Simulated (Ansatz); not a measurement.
CdF2:

```
Cd F
1.0
     0.00000    2.69400    2.69400
     2.69400    0.00000    2.69400
     2.69400    2.69400    0.00000
Cd F
1 2
Cartesian
  0.0000 0.0000 0.0000
  4.0410 4.0410 4.0410
  1.3470 1.3470 1.3470
```

- Program: Ansatz 0.2.0
- Task: relaxation of cell and atoms
- Functional: LDA
- Potentials or basis: Ansatz PAW
- Cutoff: 420 eV (not typed: the program's choice for these potentials)
- k mesh: 9 × 9 × 9
- Occupations: fermi-dirac, width 0.05 eV
- Spin: no spin polarisation

At the start: volume 13.03 Å³/atom.

Where does the relaxation end?

It ends after 6 steps and the volume is 12.39 Å³/atom (-4.9 %); space group Fm-3m (No. 225, to 0.05 Å).

Step by step:
| step | energy change (eV) | largest force (eV/Å) | volume (Å³) |
| --- | --- | --- | --- |
| 1 | 0.0000 | 0.0000 | 39.10 |
| 2 | -0.0444 | 0.0000 | 37.23 |
| 3 | -0.0441 | 0.0000 | 37.29 |
| 4 | -0.0361 | 0.0000 | 37.29 |
| 5 | -0.0369 | 0.0000 | 37.17 |
| 6 | -0.0363 | 0.0000 | 37.17 |

Final structure:
```yaml
crystal:
  lattice:
    - [0.00000, 2.64884, 2.64884]
    - [2.64884, 0.00000, 2.64884]
    - [2.64884, 2.64884, 0.00000]
  atoms:
    - { symbol: Cd, position: [0.00000, 0.00000, 0.00000] }
    - { symbol: F, position: [0.75000, 0.75000, 0.75000] }
    - { symbol: F, position: [0.25000, 0.25000, 0.25000] }
```

Caveat: the plane-wave basis is chosen anew once the cell has moved, so the energies of steps on either side of that aren't comparable; the pressure holds a Pulay correction of +0.9 GPa for the finite cutoff; the PAW data sets come from PBE, with cores solved anew for the run's functional, which leaves a small shift of forces and pressure.
